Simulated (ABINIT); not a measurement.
# How the form of the self-energy moves the gap of BP (F-43m), part 2 of 2

Aim: compare treatments of exchange, screening and correlation for the gap of BP (F-43m).

ABINIT 10.8.3; PBE and many-body steps on it, plane waves. Known limits of the many-body steps: not at the basis limit.

So far. Step 5 (G0W0, Hybertsen-Louie plasmon pole): Against G0W0 in ABINIT (6×6×6 mesh, 101 bands, screening to 228.6 eV, Godby-Needs plasmon pole), the gap moves by +0.065 eV. Step 6 (G0W0, von der Linden-Horsch plasmon pole): Against G0W0 in ABINIT (6×6×6 mesh, 101 bands, screening to 228.6 eV, Godby-Needs plasmon pole), the gap moves by +0.001 eV.

**7. G0W0, Engel-Farid plasmon pole**

Level of this step: G0W0 on PBE, plane waves, norm-conserving pseudopotentials (ABINIT).

The input, run.abi:

```
acell 3*1.0 Angstrom
rprim 
  0.000000000000 2.269000000000 2.269000000000
  2.269000000000 0.000000000000 2.269000000000
  2.269000000000 2.269000000000 0.000000000000
ntypat 2
znucl 5 15
natom 2
typat 1 2
xred 
  0.000000000000 0.000000000000 0.000000000000
  0.250000000000 0.250000000000 0.250000000000
pp_dirpath "pseudos"
pseudos "B.upf, P.upf"
ecut 34
ngkpt 6 6 6
nshiftk 1
shiftk 0 0 0
kptopt 1
chksymbreak 0
istwfk *1
occopt 1
irdwfk 1
optdriver 4
nband 101
gwcalctyp 0
ecutsigx 34
symsigma 1
nkptgw 2
kptgw 
  0.0000000000 0.0000000000 0.0000000000
  0.5000000000 0.5000000000 0.0000000000
bdgw 
  2 7
  3 6
ecuteps 8.4
irdscr 1
ppmodel 4
indata_prefix "in"
outdata_prefix "out"
tmpdata_prefix "tmp"
```

Command:

```sh
OMP_NUM_THREADS=1 mpirun -n 8 abinit run.abi > log
```

The program printed:

```text
.Version 10.8.3 of ABINIT. v10.8.2 released Aug 2026.

 Symmetries : space group F-4 3 m (#216); Bravais cF (face-center cubic)
[... echo of the input left out ...]
== DATASET  1 ==================================================================
-   mpi_nproc: 8, omp_nthreads: 1 (-1 if OMP is not activated)

--- !DatasetInfo
iteration_state: {dtset: 1, }
dimensions: {natom: 2, nkpt: 16, mband: 101, nsppol: 1, nspinor: 1, nspden: 1, mpw: 1524, }
cutoff_energies: {ecut:  34.0, pawecutdg:  -1.0, }
[...]
Band     E0 <VxcDFT>   SigX SigC(E0)      Z dSigC/dE  Sig(E)    E-E0       E
[...]
5   8.613 -10.826  -6.523  -4.456   0.817  -0.224 -10.951  -0.125   8.488
        6   8.933 -10.680  -6.271  -4.495   0.821  -0.218 -10.751  -0.071   8.862

== END DATASET(S) ==============================================================
================================================================================

 -outvars: echo values of variables after computation  --------
           etotal      0.0000000000E+00
            nband         101
             nkpt          16
          spgroup         216
 [... the other variables as echoed above ...]

 Calculation completed.
```

Elapsed: 3.5 s, on 8 MPI ranks of Arm Neoverse V2, shared host; peak memory 1.1 GiB.

Numbers from this step:

| Property | Result |
| --- | --- |
| G0W0 gap on the points computed | 2.129 eV |
| starting gap on the mesh | 1.347 eV |
| k of the valence top | 0, 0, 0 |
| k of the conduction bottom | 0.5, 0.5, 0 |
| least direct G0W0 gap on the computed points | 4.351 eV |

Against G0W0 in ABINIT (6×6×6 mesh, 101 bands, screening to 228.6 eV, Godby-Needs plasmon pole), the gap moves by +0.078 eV.

**8. One-shot Hartree-Fock**

This step: one-shot Hartree-Fock on PBE, plane waves, norm-conserving pseudopotentials.

run.abi, as its differences from that of step 7:

```diff
@@ -24,4 +24,4 @@
 optdriver 4
-nband 101
-gwcalctyp 0
+nband 8
+gwcalctyp 5
 ecutsigx 34
@@ -35,5 +35,4 @@
   3 6
-ecuteps 8.4
-irdscr 1
-ppmodel 4
+ixc_sigma 40
+fftgw 31
 indata_prefix "in"
```

Command:

```sh
OMP_NUM_THREADS=2 mpirun -n 4 abinit run.abi > log
```

The program printed:

```text
.Version 10.8.3 of ABINIT. v10.8.2 released Aug 2026.

 Symmetries : space group F-4 3 m (#216); Bravais cF (face-center cubic)
[... echo of the input left out ...]
== DATASET  1 ==================================================================
-   mpi_nproc: 4, omp_nthreads: 2 (-1 if OMP is not activated)

--- !DatasetInfo
iteration_state: {dtset: 1, }
dimensions: {natom: 2, nkpt: 16, mband: 8, nsppol: 1, nspinor: 1, nspden: 1, mpw: 1524, }
cutoff_energies: {ecut:  34.0, pawecutdg:  -1.0, }
[...]
Band     E0 <VxcDFT>   SigX SigC(E0)      Z dSigC/dE  Sig(E)    E-E0       E
[...]
5   8.613 -10.826  -6.523   0.000   1.000   0.000  -6.523   4.303  12.916
        6   8.933 -10.680  -6.271   0.000   1.000   0.000  -6.271   4.409  13.341

== END DATASET(S) ==============================================================
================================================================================

 -outvars: echo values of variables after computation  --------
           etotal      0.0000000000E+00
            nband           8
             nkpt          16
          spgroup         216
 [... the other variables as echoed above ...]

 Calculation completed.
```

Elapsed: 1.8 s, on 4 MPI ranks; peak memory 0.12 GiB; 6.9 s of CPU time.

Numbers from this step:

* quasiparticle gap on the points computed: 7.399 eV
* starting gap on the mesh: 1.347 eV
* k of the valence top: 0, 0, 0
* k of the conduction bottom: 0.5, 0.5, 0
* least direct quasiparticle gap on the computed points: 9.943 eV

Against G0W0 in ABINIT (6×6×6 mesh, 101 bands, screening to 228.6 eV, Godby-Needs plasmon pole), the gap moves by +5.348 eV.

**9. Screening, 6×6×6 mesh, 101 bands, screening to 228.6 eV**

This step: RPA screening on PBE, plane waves, norm-conserving pseudopotentials.

run.abi, as its differences from that of step 8:

```diff
@@ -23,16 +23,13 @@
 irdwfk 1
-optdriver 4
-nband 8
-gwcalctyp 5
-ecutsigx 34
-symsigma 1
-nkptgw 2
-kptgw 
-  0.0000000000 0.0000000000 0.0000000000
-  0.5000000000 0.5000000000 0.0000000000
-bdgw 
-  2 7
-  3 6
-ixc_sigma 40
-fftgw 31
+optdriver 3
+nband 101
+ecuteps 8.4
+inclvkb 2
+awtr 1
+symchi 1
+gwcalctyp 2
+nfreqre 16
+freqremax 40 eV
+nfreqim 8
+spmeth 0
 indata_prefix "in"
```

Command:

```sh
OMP_NUM_THREADS=1 mpirun -n 8 abinit run.abi > log
```

The program printed:

```text
.Version 10.8.3 of ABINIT. v10.8.2 released Aug 2026.

 Symmetries : space group F-4 3 m (#216); Bravais cF (face-center cubic)
[... echo of the input left out ...]
== DATASET  1 ==================================================================
-   mpi_nproc: 8, omp_nthreads: 1 (-1 if OMP is not activated)

--- !DatasetInfo
iteration_state: {dtset: 1, }
dimensions: {natom: 2, nkpt: 16, mband: 101, nsppol: 1, nspinor: 1, nspden: 1, mpw: 1524, }
cutoff_energies: {ecut:  34.0, pawecutdg:  -1.0, }
electrons: {nelect:   8.00000000E+00, charge:   0.00000000E+00, occopt:   1.00000000E+00, tsmear:   1.00000000E-02, }

 SCREENING: Calculation of the susceptibility and dielectric matrices

 Based on a program developped by R.W. Godby, V. Olevano, G. Onida, and L. Reining.
 Incorporated in ABINIT by V. Olevano, G.-M. Rignanese, and M. Torrent.
.Using double precision arithmetic ; gwpc =  8

[... cell and pseudopotentials left out ...]
--------------------------------------------------------------------------------

 ==== K-mesh for the wavefunctions ====
 Number of points in the irreducible wedge :    16
[... list of points left out ...]
 Together with 24 symmetry operations and time-reversal symmetry
 yields   216 points in the full Brillouin Zone.

 ==== Q-mesh for the screening function ====
 Number of points in the irreducible wedge :    16
[... list of points left out ...]
 Together with 24 symmetry operations and time-reversal symmetry
 yields   216 points in the full Brillouin Zone.

 setmesh: FFT mesh size selected  =    24x   24x   24
          total number of points  =        13824

 vcoul_init : cutoff-mode = AUXILIARY_FUNCTION
 q-points for optical limit:   1
     1)      0.000010    0.000020    0.000030

- screening: taking advantage of time-reversal symmetry
- Maximum band index for partially occupied states nbvw = 4
- Remaining bands to be divided among processors   nbcw = 97
- Number of bands treated by each node ~12

 Number of electrons calculated from density =    8.0000; Expected =    8.0000
 average of density, n =  0.050741
 r_s =    1.6757
 omega_plasma =   21.7288 [eV]

 calculating chi0 at frequencies [eV] :
  1    0.000000E+00    0.000000E+00
  2    2.666667E+00    0.000000E+00
  3    5.333333E+00    0.000000E+00
[...]
23    0.000000E+00    5.533945E+01
 24    0.000000E+00    7.791854E+01

--------------------------------------------------------------------------------
  q-point number  1        q = ( 0.000000, 0.000000, 0.000000) [r.l.u.]
--------------------------------------------------------------------------------
[... chi0 elements left out ...]
  [... further frequencies ...]

 No. of calculated frequencies >  15, stop printing
 For q-point:  0.000010 0.000020 0.000030
  dielectric constant =   9.7372
  dielectric constant without local fields =  10.6501

  Average fulfillment of the sum rule on Im[epsilon] for q-point    1 :     91.06  [%]
[... wings left out ...]
  q-point number  2        q = ( 0.166667, 0.000000, 0.000000) [r.l.u.]
--------------------------------------------------------------------------------
[... chi0 elements left out ...]
  [... further frequencies ...]

 No. of calculated frequencies >  15, stop printing
  Average fulfillment of the sum rule on Im[epsilon] for q-point    2 :     94.57  [%]

 [... 14 further q-points ...]
```

Run time: 100 s. Hardware: 8 MPI ranks; peak memory 1.2 GiB; 13 min of CPU time.

Numbers from this step:

| Item | Value |
| --- | --- |
| ε∞ with local fields, on this mesh, along the program's q direction | 9.737 |
| the same without local fields | 10.65 |
| plasma frequency | 21.73 eV |
| plane waves in the screening matrix | 169 |

**10. G0W0, contour deformation**

This step: G0W0 on PBE, plane waves, norm-conserving pseudopotentials.

run.abi, as its differences from that of step 9:

```diff
@@ -23,13 +23,16 @@
 irdwfk 1
-optdriver 3
+optdriver 4
 nband 101
+gwcalctyp 2
+ecutsigx 34
+symsigma 1
+nkptgw 2
+kptgw 
+  0.0000000000 0.0000000000 0.0000000000
+  0.5000000000 0.5000000000 0.0000000000
+bdgw 
+  2 7
+  3 6
 ecuteps 8.4
-inclvkb 2
-awtr 1
-symchi 1
-gwcalctyp 2
-nfreqre 16
-freqremax 40 eV
-nfreqim 8
-spmeth 0
+irdscr 1
 indata_prefix "in"
```

The program printed:

```text
.Version 10.8.3 of ABINIT. v10.8.2 released Aug 2026.

 Symmetries : space group F-4 3 m (#216); Bravais cF (face-center cubic)
[... echo of the input left out ...]
== DATASET  1 ==================================================================
-   mpi_nproc: 8, omp_nthreads: 1 (-1 if OMP is not activated)

--- !DatasetInfo
iteration_state: {dtset: 1, }
dimensions: {natom: 2, nkpt: 16, mband: 101, nsppol: 1, nspinor: 1, nspden: 1, mpw: 1524, }
cutoff_energies: {ecut:  34.0, pawecutdg:  -1.0, }
[...]
Band     E0 <VxcDFT>   SigX SigC(E0)      Z dSigC/dE  Sig(E)    E-E0       E
[...]
6   8.933 -10.680  -6.271  -4.226   0.804  -0.244 -10.533   0.147   9.080
        6   0.000   0.000   0.000  -0.000   0.000   0.000  -0.000  -0.000  -0.000

== END DATASET(S) ==============================================================
================================================================================

 -outvars: echo values of variables after computation  --------
           etotal      0.0000000000E+00
            nband         101
             nkpt          16
          spgroup         216
 [... the other variables as echoed above ...]

 Calculation completed.
```

Wall time 4.1 s (8 MPI ranks); peak memory 1.4 GiB.

This step gave:

| Property | Result |
| --- | --- |
| G0W0 gap on the points computed | 2.086 eV |
| starting gap on the mesh | 1.347 eV |
| k of the valence top | 0, 0, 0 |
| k of the conduction bottom | 0.5, 0.5, 0 |
| least direct G0W0 gap on the computed points | 4.298 eV |

Against G0W0 in ABINIT (6×6×6 mesh, 101 bands, screening to 228.6 eV, Godby-Needs plasmon pole), the gap moves by +0.035 eV.

**11. Screening, 6×6×6 mesh, 101 bands, screening to 228.6 eV**

This step: RPA screening on PBE, plane waves, norm-conserving pseudopotentials.

run.abi, as its differences from that of step 10:

```diff
@@ -23,16 +23,11 @@
 irdwfk 1
-optdriver 4
+optdriver 3
 nband 101
-gwcalctyp 2
-ecutsigx 34
-symsigma 1
-nkptgw 2
-kptgw 
-  0.0000000000 0.0000000000 0.0000000000
-  0.5000000000 0.5000000000 0.0000000000
-bdgw 
-  2 7
-  3 6
 ecuteps 8.4
-irdscr 1
+inclvkb 2
+awtr 1
+symchi 1
+gwcalctyp 1
+nfreqre 0
+nfreqim 16
 indata_prefix "in"
```

The program printed:

```text
.Version 10.8.3 of ABINIT. v10.8.2 released Aug 2026.

 Symmetries : space group F-4 3 m (#216); Bravais cF (face-center cubic)
[... echo of the input left out ...]
== DATASET  1 ==================================================================
-   mpi_nproc: 8, omp_nthreads: 1 (-1 if OMP is not activated)

--- !DatasetInfo
iteration_state: {dtset: 1, }
dimensions: {natom: 2, nkpt: 16, mband: 101, nsppol: 1, nspinor: 1, nspden: 1, mpw: 1524, }
cutoff_energies: {ecut:  34.0, pawecutdg:  -1.0, }
[...]
No. of calculated frequencies >  15, stop printing
 For q-point:  0.000010 0.000020 0.000030
  dielectric constant =   9.7372
  dielectric constant without local fields =  10.6501

  Average fulfillment of the sum rule on Im[epsilon] for q-point    1 :     91.06  [%]
[... wings left out ...]
  q-point number  2        q = ( 0.166667, 0.000000, 0.000000) [r.l.u.]
--------------------------------------------------------------------------------
[... chi0 elements left out ...]
  [... further frequencies ...]

 No. of calculated frequencies >  15, stop printing
  Average fulfillment of the sum rule on Im[epsilon] for q-point    2 :     94.57  [%]

 [... 14 further q-points ...]
```

It took 54 s on 8 MPI ranks; peak memory 1.2 GiB; 7.1 min of CPU time.

Numbers from this step:

- ε∞ with local fields, on this mesh, along the program's q direction: 9.737
- the same without local fields: 10.65
- plasma frequency: 21.73 eV
- plane waves in the screening matrix: 169

**12. G0W0, analytic continuation**

This step: G0W0 on PBE, plane waves, norm-conserving pseudopotentials.

run.abi, as its differences from that of step 11:

```diff
@@ -23,11 +23,18 @@
 irdwfk 1
-optdriver 3
+optdriver 4
 nband 101
+gwcalctyp 1
+ecutsigx 34
+symsigma 1
+nkptgw 2
+kptgw 
+  0.0000000000 0.0000000000 0.0000000000
+  0.5000000000 0.5000000000 0.0000000000
+bdgw 
+  2 7
+  3 6
 ecuteps 8.4
-inclvkb 2
-awtr 1
-symchi 1
-gwcalctyp 1
-nfreqre 0
-nfreqim 16
+irdscr 1
+nomegasi 12
+omegasimax 25 eV
 indata_prefix "in"
```

The program printed:

```text
.Version 10.8.3 of ABINIT. v10.8.2 released Aug 2026.

 Symmetries : space group F-4 3 m (#216); Bravais cF (face-center cubic)
[... echo of the input left out ...]
== DATASET  1 ==================================================================
-   mpi_nproc: 8, omp_nthreads: 1 (-1 if OMP is not activated)

--- !DatasetInfo
iteration_state: {dtset: 1, }
dimensions: {natom: 2, nkpt: 16, mband: 101, nsppol: 1, nspinor: 1, nspden: 1, mpw: 1524, }
cutoff_energies: {ecut:  34.0, pawecutdg:  -1.0, }
[...]
Band     E0 <VxcDFT>   SigX SigC(E0)      Z dSigC/dE  Sig(E)    E-E0       E
[...]
6   0.993 -10.680  -6.271  -4.298   0.781  -0.280 -10.594   0.086   1.080
        6   0.000   0.000   0.000   0.019   0.014   0.023   0.017   0.017   0.017

== END DATASET(S) ==============================================================
================================================================================

 -outvars: echo values of variables after computation  --------
           etotal      0.0000000000E+00
            nband         101
             nkpt          16
          spgroup         216
 [... the other variables as echoed above ...]

 Calculation completed.
```

Elapsed: 4.6 s, on 8 MPI ranks; peak memory 1.3 GiB.

Numbers from this step:

| Item | Value |
| --- | --- |
| G0W0 gap on the points computed | 1.961 eV |
| starting gap on the mesh | 1.347 eV |
| k of the valence top | 0, 0, 0 |
| k of the conduction bottom | 0.5, 0.5, 0 |
| least direct G0W0 gap on the computed points | 4.189 eV |

Against G0W0 in ABINIT (6×6×6 mesh, 101 bands, screening to 228.6 eV, Godby-Needs plasmon pole), the gap moves by −0.090 eV.

**13. Side by side**

Times are wall times on the hardware named with each run, good to a factor of about two. A run's time includes the screening step that it read.

```csv
run,mesh,bands,screening cutoff (eV),DFT gap (eV),gap on the mesh (eV),direct (eV),ε∞ used,time
"G0W0, Godby-Needs plasmon pole",6×6×6,101,228.6,1.347,2.051,4.274,9.74,25 s
"G0W0, Hybertsen-Louie plasmon pole",6×6×6,101,228.6,1.347,2.116,4.354,9.74,25 s
"G0W0, von der Linden-Horsch plasmon pole",6×6×6,101,228.6,1.347,2.052,4.313,9.74,23 s
"G0W0, Engel-Farid plasmon pole",6×6×6,101,228.6,1.347,2.129,4.351,9.74,24 s
one-shot Hartree-Fock,6×6×6,-,-,1.347,7.399,9.943,-,1.8 s
"G0W0, contour deformation",6×6×6,101,228.6,1.347,2.086,4.298,9.74,1.7 min
"G0W0, analytic continuation",6×6×6,101,228.6,1.347,1.961,4.189,9.74,58 s
```

**14. Results**

```
G0W0, Godby-Needs plasmon pole           : 2.051 eV
G0W0, Hybertsen-Louie plasmon pole       : 2.116 eV
G0W0, von der Linden-Horsch plasmon pole : 2.052 eV
G0W0, Engel-Farid plasmon pole           : 2.129 eV
one-shot Hartree-Fock                    : 7.399 eV
G0W0, contour deformation                : 2.086 eV
G0W0, analytic continuation              : 1.961 eV
known limits                             : not at the basis limit
```

G0W0, Hybertsen-Louie plasmon pole: +0.065 eV against G0W0, Godby-Needs plasmon pole. G0W0, von der Linden-Horsch plasmon pole: +0.001 eV against G0W0, Godby-Needs plasmon pole. G0W0, Engel-Farid plasmon pole: +0.078 eV against G0W0, Godby-Needs plasmon pole. One-shot Hartree-Fock: +5.348 eV against G0W0, Godby-Needs plasmon pole. G0W0, contour deformation: +0.035 eV against G0W0, Godby-Needs plasmon pole. G0W0, analytic continuation: −0.090 eV against G0W0, Godby-Needs plasmon pole. Bare exchange alone opens the gap to 7.40 eV; against G0W0, correlation takes back 5.35 eV. Bands and cutoff are finite, so the gap is not at the basis limit. The miss can reach some tenths of an eV and take either sign; the mesh is an error of its own. In the G0W0 runs levels were corrected at 2 k points alone, so a gap called «on the mesh» is the least over those, and an edge elsewhere would be missed. A denser mesh or path gives a starting gap of 1.28 eV: the GW mesh misses a band edge, so its gaps are not the fundamental one.

[Paths, hosts, dates, memory and timing lines, banners, echoed tables and standing remarks are left out of the program output.]

[Logs are printed without paths, hosts, clocks, repeated set-up lines and the standing remarks that a program may print on its own settings, such as how far it seeks lower states.]

[Runs of the session that timed out or met a known fault of the program may be left out.]

[Hosts, paths, dates, database ids (printed as entryN), source tags and the programs' standing remarks are cut or masked in the printed files.]

[G0W0 gaps are taken among the corrected bands and points alone; a level outside them can change the order at an edge.]

[Where Ansatz stands beside ABINIT at settings called matched, ABINIT's density can come from a denser mesh and the files from another edition; pairs whose starting gaps differed by over 0.03 eV were left out, so agreement reads better than it is.]
